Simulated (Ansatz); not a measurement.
# 3-layer graphene (AB) in a perpendicular field

Wanted: the out-of-plane response of the 3-layer graphene (AB). A positive field points along +c.

Calculated with Ansatz 0.2.0; plane-wave DFT, r2SCAN-D4, Ansatz PAW (set soft_1); PAW set soft_1, in the first sound run; inputs show where later runs differ.

### 1. Starting point

The cell holds 6 atoms: 6 C. Cell: a = 2.467 Å, b = 2.467 Å, c = 44.400 Å, α = 90.0°, β = 90.0°, γ = 120.0°. Regions: layer 1: graphene, 2 atoms (2 C); layer 2: graphene, 2 atoms (2 C); layer 3: graphene, 2 atoms (2 C). Vacuum lies along c.

### 2. Relaxing the slab

The starting cell is a guess, so the in-plane lattice and the atoms are relaxed first, with the slab cut off from its images along the normal.

Input file input.yaml:

```yaml
crystal:
  lattice:
    - [2.467, 0.0, 0.0]
    - [-1.2335, 2.1364846711, 0.0]
    - [0.0, 0.0, 44.4000000018]
  atoms:
    - { symbol: C, position: [0.6666666667, 0.3333333333, 0.4245495495] }
    - { symbol: C, position: [0.3333333333, 0.6666666667, 0.4245495495] }
    - { symbol: C, position: [0.0, 0.0, 0.5] }
    - { symbol: C, position: [0.6666666667, 0.3333333333, 0.5] }
    - { symbol: C, position: [0.6666666667, 0.3333333333, 0.5754504505] }
    - { symbol: C, position: [0.3333333333, 0.6666666667, 0.5754504505] }
  periodic: [true, true, false]
kpoints:
  mp_grid: { grid: [18, 18, 1] }
hamiltonian:
  xc: r2scan
  dispersion: d4
  pseudopotentials: { kind: paw, azcp: { folder: soft_1 } }
scf:
  occupations: { method: fermi_dirac, width: 0.05 }
  convergence: { dr2_threshold: 1.0e-09 }
relax:
  f_tol: 0.004
  max_steps: 90
  cell: {}
output:
  write_potential: true
  write_density: true
  volumetric_format: npy
```

Started as:

```
$ ansatz run input.yaml --threads 4 --pin off --max-ram 6144MiB --backend cpu --events-out ev --progress --plain --runs-dir out
```

Numbers of over 12 decimals in the logs are rounded to 6 here.

Log:

```text
Warning: relax.cell: scf.convergence.dr2_threshold = 1e-9 eV is looser than the 2.15138584985e-10 eV advised for a relaxation that steers and ends on the stress (1e-10 eV for each atom of the cell: 6, times the square of relax.cell.stress_2d_tol = 0.05 N/m over 16.7 Å (the atoms' height at the walk's start and 5 Å past either face), 2.994e-2 GPa, over a crystal's default 0.05). What an SCF threshold leaves in a stress goes as its square root, and in the free energy as the threshold itself, and one threshold admits the most on a small cell: [figures from the program's tests cut] Set scf.convergence.dr2_threshold to 2.15138584985e-10 eV or tighter. [rest of the remark cut]
Engine: ansatz 0.2.0, x86_64-unknown-linux-gnu
Pseudopotentials: kind: paw
Pseudopotential: C, paw, valence charge 4, recommended cutoff 500 eV (meta_gga), soft_1/C.paw.azcp
Functional definition: r2SCAN
  parameter k0 = 0.174
  parameter k1 = 0.065
  parameter a1 = 4.9479
  exchange = r2scan_x(k0 = k0, k1 = k1, a1 = a1)
  correlation = r2scan_c
Crystal: 6 atoms, lattice volume = 234.019 Å³
Basis set: ecut = 500 eV, 6035 PW (Γ), exchange–correlation on 72×72×1296 points (64 copies of the dense FFT grid, shifted against one another)
Bands: 18, of which v1, the nominal top of the filled ones, is band 12 counted from 1 (11 counted from 0)
Symmetry: 12 space group operations
Space group: P-6m2 (ITA 187), of the structure as read, at distance tolerance 6.2e-5 Å
k-points: 37 of 324 (time reversal used)
Non-local potential: C, projectors of the file, l = 0: 2, l = 1: 2, l = 2: 1
PAW form: soft (Blöchl's): semilocal exchange-correlation on the pseudo side does not see the compensation charge
PAW frozen core: C, regenerated for the run's functional (the file was generated under x = pbe(κ = 0.804, μ = 0.219515), c = pbe(β = 0.066725))
PAW one-centre angular grid: C, 302 points (default); XC on 219 of its mesh's 2255 points in the sphere
Initial density: superposition of atomic densities (neutral atoms: chi_scale 0, normalization atom)
Initial wavefunctions: pseudopotential atomic-orbital guess
Functional: x = r2scan, c = r2scan; τ floored in thin density (d = 2e-4 eV/Å³)
SCF iter   1: F=—  HF=-1512.768130 eV  |F-HF|=—  |Δ(HF+E_count)|=         —  Δρ=5.85e-2  dr2=6.81e0  dr2_τ=1.69e0  ethr=3.10e-3  ⟨swp⟩=15.9  Hψ=7247  notcnv=0
preconditioner: auto → LDOS  [metal: Δε(μ)=0.048 eV  Ē_g=17.163 eV  σ=0.050 eV  W_gap=0.23  n_scr=26 (ndim 8)  ℏωp=11.9 eV  f_vac=0.750  D(μ)=0.23/eV (n_scr^D=6)  β→1.0]
SCF iter   2: F=—  HF=-1510.647278 eV  |F-HF|=—  |Δ(HF+E_count)|=    2.12e0  Δρ=1.73e-2  dr2=7.73e-1  dr2_τ=8.36e-2  ethr=3.10e-3  ⟨swp⟩=5.9  Hψ=2329  notcnv=0  defer=60
SCF iter   3: F=—  HF=-1510.323241 eV  |F-HF|=—  |Δ(HF+E_count)|=   3.24e-1  Δρ=2.56e-3  dr2=1.43e-2  dr2_τ=1.30e-3  ethr=3.10e-3  ⟨swp⟩=4.6  Hψ=1932  notcnv=0  defer=61
SCF iter   4: F=—  HF=-1510.322832 eV  |F-HF|=—  |Δ(HF+E_count)|=   4.09e-4  Δρ=2.02e-3  dr2=1.01e-2  dr2_τ=1.01e-3  ethr=5.95e-5  ⟨swp⟩=4.7  Hψ=1626  notcnv=0  defer=64
SCF iter   5: F=—  HF=-1510.320469 eV  |F-HF|=—  |Δ(HF+E_count)|=   2.36e-3  Δρ=7.77e-4  dr2=1.51e-3  dr2_τ=9.96e-6  ethr=4.21e-5  ⟨swp⟩=2.7  Hψ=1094  notcnv=0  defer=57
SCF iter   6: F=—  HF=-1510.320142 eV  |F-HF|=—  |Δ(HF+E_count)|=   3.27e-4  Δρ=1.50e-4  dr2=4.71e-5  dr2_τ=8.23e-7  ethr=6.29e-6  ⟨swp⟩=2.5  Hψ=1137  notcnv=0  defer=55
SCF iter   7: F=—  HF=-1510.320132 eV  |F-HF|=—  |Δ(HF+E_count)|=   1.04e-5  Δρ=3.13e-5  dr2=1.55e-6  dr2_τ=5.28e-8  ethr=1.96e-7  ⟨swp⟩=2.6  Hψ=1146  notcnv=0  defer=54
SCF iter   8: F=—  HF=-1510.320202 eV  |F-HF|=—  |Δ(HF+E_count)|=   7.06e-5  Δρ=9.68e-6  dr2=2.43e-7  dr2_τ=3.71e-8  ethr=6.48e-9  ⟨swp⟩=2.9  Hψ=1314  notcnv=0  defer=55
SCF iter   9: F=—  HF=-1510.320202 eV  |F-HF|=—  |Δ(HF+E_count)|=   3.86e-8  Δρ=1.33e-6  dr2=9.93e-9  dr2_τ=1.23e-9  ethr=1.01e-9  ⟨swp⟩=2.8  Hψ=1209  notcnv=0  defer=54
SCF iter  10: F=-1510.320202 eV  HF=-1510.320202 eV  |F-HF|=8.37e-11  |Δ(HF+E_count)|=   4.66e-9  Δρ=5.31e-7  dr2=5.08e-10  dr2_τ=5.73e-11  ethr=4.17e-12  ⟨swp⟩=11.2  Hψ=4675  notcnv=0
SCF 1 converged in 10 iterations: F = -1510.320202 eV  dr2 = 5.08e-10
  greatest PAW one-centre occupation: 0.683 electrons in one spin orbital (limit 2), on the C atom at site 3 (counted from 0), in its partial waves of l = 0
relax step   1: F+E_penalty+E_count = -1510.32020216 eV  Δ(F+E_penalty+E_count) = +0.000e0 eV  max|allowed force component| = 1.116e-2 eV/Å  Δτ_max = 0.0000 Å  P = -7.025 N/m  Ω = 234.019 Å³  fix = [c, alpha, beta]  reactions: c -0.000 N/m  (10 SCF iters, accepted)
Crystal: 6 atoms, lattice volume = 232.288 Å³
Basis set: ecut = 500 eV, 5999 PW (Γ), exchange–correlation on 72×72×1296 points (64 copies of the dense FFT grid, shifted against one another)
Initial density: handed on by an earlier stage of this run
Initial wavefunctions: those handed on with the density
iter 1 solved again at ethr=6.85e-4 eV; its pass at ethr=3.10e-3 eV (dr2=1.64e-1 eV) is discarded
SCF iter   1: F=—  HF=-1510.284043 eV  |F-HF|=—  |Δ(HF+E_count)|=         —  Δρ=8.82e-3  dr2=1.61e-1  dr2_τ=1.87e-1  ethr=6.85e-4  ⟨swp⟩=2.1  Hψ=5862  notcnv=0
preconditioner: auto → LDOS  [metal: Δε(μ)=0.044 eV  Ē_g=15.965 eV  σ=0.050 eV  W_gap=0.21  n_scr=26 (ndim 8)  ℏωp=11.9 eV  f_vac=0.756  D(μ)=0.24/eV (n_scr^D=6)  β→1.0]
SCF iter   2: F=—  HF=-1510.381291 eV  |F-HF|=—  |Δ(HF+E_count)|=   9.72e-2  Δρ=4.48e-3  dr2=1.76e-1  dr2_τ=2.23e-3  ethr=6.73e-4  ⟨swp⟩=4.7  Hψ=1878  notcnv=0  defer=8
SCF iter   3: F=—  HF=-1510.332981 eV  |F-HF|=—  |Δ(HF+E_count)|=   4.83e-2  Δρ=9.67e-4  dr2=6.93e-3  dr2_τ=8.32e-5  ethr=6.73e-4  ⟨swp⟩=4.5  Hψ=1810  notcnv=0  defer=50
SCF iter   4: F=—  HF=-1510.331566 eV  |F-HF|=—  |Δ(HF+E_count)|=   1.42e-3  Δρ=3.20e-4  dr2=1.13e-4  dr2_τ=1.66e-5  ethr=2.89e-5  ⟨swp⟩=3.4  Hψ=1374  notcnv=0  defer=50
SCF iter   5: F=—  HF=-1510.331620 eV  |F-HF|=—  |Δ(HF+E_count)|=   5.46e-5  Δρ=7.76e-5  dr2=6.04e-6  dr2_τ=6.92e-7  ethr=4.72e-7  ⟨swp⟩=3.3  Hψ=1337  notcnv=0  defer=51
SCF iter   6: F=—  HF=-1510.331629 eV  |F-HF|=—  |Δ(HF+E_count)|=   9.13e-6  Δρ=3.16e-5  dr2=1.89e-6  dr2_τ=3.21e-7  ethr=2.52e-8  ⟨swp⟩=2.9  Hψ=1266  notcnv=0  defer=51
SCF iter   7: F=—  HF=-1510.331700 eV  |F-HF|=—  |Δ(HF+E_count)|=   7.11e-5  Δρ=4.61e-6  dr2=5.29e-8  dr2_τ=7.93e-9  ethr=7.88e-9  ⟨swp⟩=2.1  Hψ=1113  notcnv=0  defer=51
SCF iter   8: F=—  HF=-1510.331700 eV  |F-HF|=—  |Δ(HF+E_count)|=   3.47e-8  Δρ=1.35e-6  dr2=2.27e-9  dr2_τ=2.02e-10  ethr=2.20e-10  ⟨swp⟩=3.3  Hψ=1250  notcnv=0  defer=51
[...]
SCF iter   6: F=—  HF=-1510.333371 eV  |F-HF|=—  |Δ(HF+E_count)|=   4.01e-6  Δρ=1.81e-5  dr2=3.53e-7  dr2_τ=8.43e-8  ethr=4.92e-8  ⟨swp⟩=2.3  Hψ=1074  notcnv=0  defer=55
SCF iter   7: F=—  HF=-1510.333447 eV  |F-HF|=—  |Δ(HF+E_count)|=   7.67e-5  Δρ=2.52e-6  dr2=8.05e-9  dr2_τ=9.57e-10  ethr=1.47e-9  ⟨swp⟩=2.8  Hψ=1294  notcnv=0  defer=55
SCF iter   8: F=-1510.333447 eV  HF=-1510.333447 eV  |F-HF|=1.19e-9  |Δ(HF+E_count)|=   1.97e-8  Δρ=7.09e-7  dr2=6.03e-10  dr2_τ=5.86e-11  ethr=4.17e-12  ⟨swp⟩=11.2  Hψ=4747  notcnv=0
SCF 3 converged in 8 iterations: F = -1510.333447 eV  dr2 = 6.03e-10
  greatest PAW one-centre occupation: 0.687 electrons in one spin orbital (limit 2), on the C atom at site 3 (counted from 0), in its partial waves of l = 0
relax step   3: F+E_penalty+E_count = -1510.33344736 eV  Δ(F+E_penalty+E_count) = -1.747e-3 eV  max|allowed force component| = 2.993e-3 eV/Å  Δτ_max = 0.0520 Å  P = +0.387 N/m  Ω = 231.316 Å³  energy of the carried Pulay correction = +1.397e-4 eV  fix = [c, alpha, beta]  reactions: c +0.000 N/m  (8 SCF iters, accepted)
[...]
relax step   4: F+E_penalty+E_count = -1510.33354288 eV  Δ(F+E_penalty+E_count) = -9.552e-5 eV  max|allowed force component| = 2.501e-4 eV/Å  Δτ_max = 0.0148 Å  P = +0.002 N/m  Ω = 231.459 Å³  energy of the carried Pulay correction = +1.323e-4 eV  fix = [c, alpha, beta]  reactions: c +0.000 N/m  (8 SCF iters, accepted)
Initial wavefunctions: pseudopotential atomic-orbital guess (no wavefunctions were taken with the density)
iter 1 solved again at ethr=3.91e-7 eV; its pass at ethr=3.10e-3 eV (dr2=9.38e-5 eV) is discarded
SCF iter   1: F=—  HF=-1510.333337 eV  |F-HF|=—  |Δ(HF+E_count)|=         —  Δρ=9.52e-6  dr2=1.86e-8  dr2_τ=7.27e-8  ethr=3.91e-7  ⟨swp⟩=5.5  Hψ=8983  notcnv=0
eigensolver tolerance schedule: the retry pair's looser diagonalisation over-reported the residual by 5047.26 of it (diagonalisation noise at 1.75 of the residual, at the tolerance the schedule requests for it); recorded, not acted on — ethr = c·dr2/N_el stays at c = 1.0e-1
preconditioner: auto → LDOS  [metal: Δε(μ)=0.012 eV  Ē_g=15.904 eV  σ=0.050 eV  W_gap=0.06  n_scr=26 (ndim 8)  ℏωp=12.0 eV  f_vac=0.758  D(μ)=0.24/eV (n_scr^D=6)  β→1.0]
SCF iter   2: F=—  HF=-1510.333411 eV  |F-HF|=—  |Δ(HF+E_count)|=   7.38e-5  Δρ=7.55e-7  dr2=9.48e-10  dr2_τ=2.24e-10  ethr=4.17e-12  ⟨swp⟩=17.5  Hψ=7397  notcnv=0
iter 3 met the thresholds in force, and the SCF goes on: an eigenvalue changes by 6.23 meV, over its tolerance of 1.18 meV (output.eigenvalues, Limitations)
SCF iter   3: F=-1510.333411 eV  HF=-1510.333411 eV  |F-HF|=3.22e-10  |Δ(HF+E_count)|=  8.37e-11  Δρ=2.98e-7  dr2=5.53e-10  dr2_τ=1.59e-11  ethr=3.95e-12  ⟨swp⟩=7.0  Hψ=4328  notcnv=0
iter 4 met the thresholds in force, and the SCF goes on: an eigenvalue changes by 5.64 meV, over its tolerance of 1.01 meV (output.eigenvalues, Limitations)
SCF iter   4: F=-1510.333411 eV  HF=-1510.333411 eV  |F-HF|=5.61e-10  |Δ(HF+E_count)|=  5.00e-11  Δρ=8.15e-8  dr2=1.30e-11  dr2_τ=1.49e-12  ethr=2.30e-12  ⟨swp⟩=7.9  Hψ=4258  notcnv=0
Mixer restart at iter 4: flushing history
SCF iter   5: F=-1510.333411 eV  HF=-1510.333411 eV  |F-HF|=7.50e-12  |Δ(HF+E_count)|=  1.33e-10  Δρ=5.19e-8  dr2=2.32e-11  dr2_τ=3.95e-13  ethr=1.00e-12  ⟨swp⟩=9.9  Hψ=4344  notcnv=0
SCF 5 converged in 5 iterations: F = -1510.333411 eV  dr2 = 2.32e-11
relax step   5: F+E_penalty+E_count = -1510.33341104 eV  Δ(F+E_penalty+E_count) = +1.318e-4 eV  max|allowed force component| = 2.517e-4 eV/Å  Δτ_max = 0.0000 Å  P = +0.005 N/m  Ω = 231.459 Å³  fix = [c, alpha, beta]  reactions: c +0.000 N/m  stress off target by 4.83e-3 N/m on what of the cell is left free  SCF on the basis re-selected at this cell (its energy is not comparable with the rows above)  (5 SCF iters)
basis re-selected at this cell: Δ(F+E_penalty+E_count) = +1.318e-4 eV, ΔP = +0.003 N/m vs the last step (what re-selecting the basis moved, of the pressure what is left beyond the Pulay correction that the steps carried, after the strain that the cell walked since its last selection, with what the two solves' SCF thresholds leave and, on support functions, any second-order correction that the steps lacked; it is no m [...]
WARN: The output density's exchange-correlation potential varies sharply where the density is thin. Do not read a vacuum level from v_tot or v_xc, or from such a field of the output density. On a cell that repeats whose density bears no net charge and no dipole along the vacuum's axis use v_es (v_loc + v_h of the components); under efield.dipole_correction with no amplitude use v_es + v_field, which holds any externa [...]
SCF converged after 5 iterations
an eigenvalue changed by more than its tolerance at an iteration that met the thresholds in force, so the SCF went on 2 times, its first undamped step at iteration 4: the last check found none over its tolerance
Free energy (F): -1510.333411 eV
Harris-Foulkes:  -1510.333411 eV  (|F-HF|=7.50e-12)
Internal energy: -1510.331709 eV  (E = F + TS)
E sigma→0 (E₀):  -1510.332560 eV
Entropy (-TS):   -0.001702 eV (-0.284 meV/atom)
Fermi energy:    -4.284205 eV
--- Per-component energies (eV) ---
  E_band       = -337.561262
  E_kinetic    = 532.328985
  E_local      = -79645.386713  (includes V_loc(G=0)·N_el)
  E_nonlocal   = 138.770013
  E_hartree    = 39522.394839
  E_xc         = -277.222301
  E_vxc        = -382.106787  (∫ρ·V_xc dr)
  E_paw        = -609.931010  (= ΣΔE_a)
  E_vpaw       = -47.359689  (= ΣTr[D̂ρ^β])
  E_aug_tail   = 0.000003  (compensation charges beyond the density's cutoff)
  E_vtau       = 21.403835  (kinetic-family band-sum trace: ∫τ·v_τ [+ j·A + Jᵃ·Aᵃ] dr)
  E_ewald      = 38829.235183
  E_disp       = -0.372065  (pairwise vdW)
  E_core_change = -0.148643  (= ΣΔE_core)
  E_smearing   = -0.001702  (= −TS)
  E_closure    = -0.000000  (closes the sum)
  Σ components = -1510.333411   (vs F -1510.333411, Δ=0.00e0)
--- Forces (eV/Å), atoms counted from 1 ---
  atom   1  C      0.00000000     0.00000000     0.00025168
  atom   2  C      0.00000000    -0.00000000     0.00021414
  atom   3  C      0.00000000     0.00000000    -0.00000000
  atom   4  C      0.00000000    -0.00000000     0.00000000
  atom   5  C      0.00000000     0.00000000    -0.00025168
  atom   6  C     -0.00000000    -0.00000000    -0.00021414
  max |Σ_I F_I| component: 1.48e-16 eV/Å
--- 2D stress c σ (N/m, compression-positive) ---
        0.004833      -0.000000       0.000000
        0.000000       0.004833       0.000000
        0.000000       0.000000       0.000000
  P = ½ c Tr σ = 0.0048 N/m
--- Band table (eV; the first three rows and the last of 37) ---
  k-point 0: bands = [... 8 lower, -7.5179, -7.5179, -7.5042, -7.5042, -0.4768, -0.2859, 0.2731, 0.3289, ... 2 higher]
  k-point 1: bands = [... 8 lower, -7.8243, -7.6900, -7.6859, -7.6708, -0.3769, -0.1848, 0.3752, 0.4313, ... 2 higher]
  k-point 2: bands = [... 8 lower, -8.7022, -8.1387, -8.1319, -8.1142, -0.0770, 0.1184, 0.6816, 0.7385, ... 2 higher]
  k-point 36: bands = [... 8 lower, -15.4729, -4.7379, -4.2970, -4.2893, -4.2771, -4.2734, -3.7817, 6.5299, ... 2 higher]
  the weakly bound empty levels are not read free of the cell's end (no_gap_told)
--- Relaxed structure (4 steps of the walk, 4 accepted, 1 SCFs on fresh bases) ---
  F+E_penalty+E_count = -1510.33341104 eV   max|allowed force component| = 2.517e-4 eV/Å   (the final SCF, on the basis selected at the relaxed cell)
  cell:  # Å, volume = 231.4587 Å³
    - [2.453466, 0, 0.0]
    - [-1.226733, 2.124764, 0.0]
    - [0.0, 0.0, 44.4000000018]
  atoms:
    - { symbol: C, position: [0.666667, 0.333333, 0.423803] }
    - { symbol: C, position: [0.333333, 0.666667, 0.423799] }
    - { symbol: C, position: [-2.4671622769088907e-17, -1.8503717076816672e-17, 0.500000] }
    - { symbol: C, position: [0.666667, 0.333333, 0.500000] }
    - { symbol: C, position: [0.666667, 0.333333, 0.576197] }
    - { symbol: C, position: [0.333333, 0.666667, 0.576201] }
```

Elapsed: 38 s, on 4 threads of Intel Xeon Platinum 8375C at 2.90GHz (Ice Lake), shared host; peak memory 0.91 GiB; 2.5 min of CPU time.

The steps of the relaxation:

| step | energy less that of the first step (eV) | largest force component (eV/Å) | volume (Å³) |
| --- | --- | --- | --- |
| 1 | 0.0000 | 0.0112 | 234.02 |
| 2 | -0.0115 | 0.0087 | 232.29 |
| 3 | -0.0132 | 0.0030 | 231.32 |
| 4 | -0.0133 | 0.0003 | 231.46 |
| 5* | -0.0132 | 0.0003 | 231.46 |

Relaxation steps marked * repeat the geometry before them on a plane-wave basis chosen anew for their cell, so energy and pressure can jump there.

Forces are held to the 12 operations that the run works with; a distortion that breaks them can't arise in this run.

| cell as run | before | after | change |
| --- | --- | --- | --- |
| a (Å) | 2.467 | 2.453 | -0.5 % |
| b (Å) | 2.467 | 2.453 | -0.5 % |

The atoms that moved most (Å, along periodic axes as changes of fractional coordinates times the final cell, across vacuum about the mean position):

| atom | dx | dy | dz | length |
| --- | --- | --- | --- | --- |
| C6 | 0.000 | 0.000 | 0.033 | 0.033 |
| C2 | 0.000 | 0.000 | -0.033 | 0.033 |
| C5 | 0.000 | 0.000 | 0.033 | 0.033 |
| C1 | 0.000 | 0.000 | -0.033 | 0.033 |

Final coordinates:

```xyz
6
Lattice="2.4535 0.0000 0.0000 -1.2267 2.1248 0.0000 0.0000 0.0000 44.4000" Properties=species:S:1:pos:R:3
C     1.2267    0.7083   18.8169
C     0.0000    1.4165   18.8167
C     0.0000    0.0000   22.2000
C     1.2267    0.7083   22.2000
C     1.2267    0.7083   25.5831
C     0.0000    1.4165   25.5833
```

Numbers from this step:

- energy at zero smearing: -1510.3326 eV

The lattice constant a goes from 2.467 to 2.453 Å.

(Continued in part 2 of 4.)

[Logs are printed without paths, hosts, clocks, repeated set-up lines and the standing remarks that a program may print on its own settings, such as how far it seeks lower states.]

[Hosts, paths, dates, database ids (printed as entryN), source tags and the programs' standing remarks are cut or masked in the printed files.]

[Maps of the electrostatic potential energy from Ansatz leave out the sawtooth potential of an applied field or a dipole correction, so their vacuum need not be flat; planar profiles and work functions include it.]
